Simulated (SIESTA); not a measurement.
RbCl:

```
CELL_PARAMETERS angstrom
0.00000 3.27400 3.27400
3.27400 0.00000 3.27400
3.27400 3.27400 0.00000
ATOMIC_POSITIONS crystal
Rb 0.00000 0.00000 0.00000
Cl 0.50000 0.50000 0.50000
```

- Program: SIESTA 5.4.2
- Task: single point
- Functional: PBE
- Potentials or basis: PseudoDojo 0.4 standard (PBE files)
- Basis: DZP (energy shift 0.003 Ry; two zetas on semicore shells; d shell added on Rb)
- Grid cutoff: 800 Ry
- Energy shift: 0.003 Ry
- k mesh: 7 × 7 × 7
- Occupations: fermi-dirac, width 0.05 eV
- Spin: no spin polarisation

On this cell: pressure 1.1 GPa; largest force zero by symmetry; band gap on the k mesh 5.09 eV, direct.

The same run follows on a disturbed copy (atoms moved at random, drawn with an rms of 0.05 Å):

```
CELL_PARAMETERS angstrom
0.00000 3.27400 3.27400
3.27400 0.00000 3.27400
3.27400 3.27400 0.00000
ATOMIC_POSITIONS crystal
Rb 0.98821 0.00202 0.00602
Cl 0.48568 0.49733 0.50592
```

Q: What changes?

A: The energy moves by +0.3 meV/atom; pressure 1.1 GPa; largest force 0.041 eV/Å; band gap on the k mesh 5.09 eV, direct.

Forces in eV/Å, atoms in the order of the input:
```
Rb  -0.021 -0.011 -0.033
Cl   0.021  0.011  0.033
```

Caveats: an odd mesh through Γ misses points on the zone boundary, where band edges often lie; the basis of atomic orbitals isn't converged, which shifts pressures, moduli and gaps.
